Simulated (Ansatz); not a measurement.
# Notes on VN

```
V N
1.0
     0.00000    2.13053    2.13053
     2.13053    0.00000    2.13053
     2.13053    2.13053    0.00000
V N
1 1
Direct
  0.00000 0.00000 0.00000
  0.50000 0.50000 0.50000
```

Method: PBE, spin-orbit coupling; PAW, plane waves to 420 eV, 10×10×10 Γ-centred mesh, fermi-dirac occupations (width 0.0188 eV) (Ansatz 0.2.0), atoms fixed.

The state carries no moments; the state need not be the lowest.

**Charges.** Bader charges in e: V +1.62, N -1.62. In the mean V gives up most and N takes most.
**Electronic structure.** It is a metal, with about 1.8 states/eV a cell as the mean within 0.25 eV of the Fermi level, mostly V d (91 %).
**Formation energy.** -0.88 eV an atom against the elements' usual phases (free molecules for gases, crystals otherwise, with no correction for O₂ or N₂), so it is bound against them; other compounds may still compete. Relaxing would lower it.
**Stress.** The pressure is -26.1 GPa (compression positive), so with the atoms held at these fractions the cell would first shrink.

Origin: a database entry at a rescaled volume. Caveats: the state may be unstable; atoms or cell far from equilibrium; the SCF threshold is loose for a stress.

Cost: 100 s on 2 threads of Arm Neoverse V1, with other jobs on the host, peak memory 0.57 GiB (start from a saved density). The time holds forces, stress, Bader, DOS, bands, ELF.
